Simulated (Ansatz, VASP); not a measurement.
One calculation of Ta, two programs

```xyz
2
Lattice="2.9004 0.0000 0.0000 -1.4502 2.5118 0.0000 0.0000 0.0000 5.1663" Properties=species:S:1:pos:R:3 pbc="T T T"
Ta    0.0000    1.6745    1.2916
Ta    1.4502    0.8373    3.8747
```

Alike in both runs: task relaxation of cell and atoms; functional BLYP; k mesh 11 × 11 × 5; occupations fermi-dirac, width 0.05 eV; no spin polarisation.

|  | VASP | Ansatz |
| --- | --- | --- |
| version | VASP 6.6.1 | Ansatz 0.2.0 |
| potentials or method | VASP PAW PBE potentials, release 64 (Ta_pv), cutoff 600 eV | all-electron LAPW, scalar-relativistic |

Ansatz gave:

| Item | Value |
| --- | --- |
| relaxed volume (Å³/atom) | 19.35 |
| relaxed cell length with the largest relative difference (Å) | 5.263 |
| energy change over the relaxation (meV/atom) | -9 |

Problem. Estimate VASP's values.

Solution. Relaxed volume (Å³/atom): 19.44; relaxed cell length with the largest relative difference (Å): 5.272; energy change over the relaxation (meV/atom): -12.

Ansatz ran all-electron here, so the differences hold the error of VASP's frozen core and of both bases.

Caveats: the PAW data sets were made with another functional, which shifts forces and pressure a little (VASP). Spin-orbit coupling is left out, which matters for the levels of Ta.
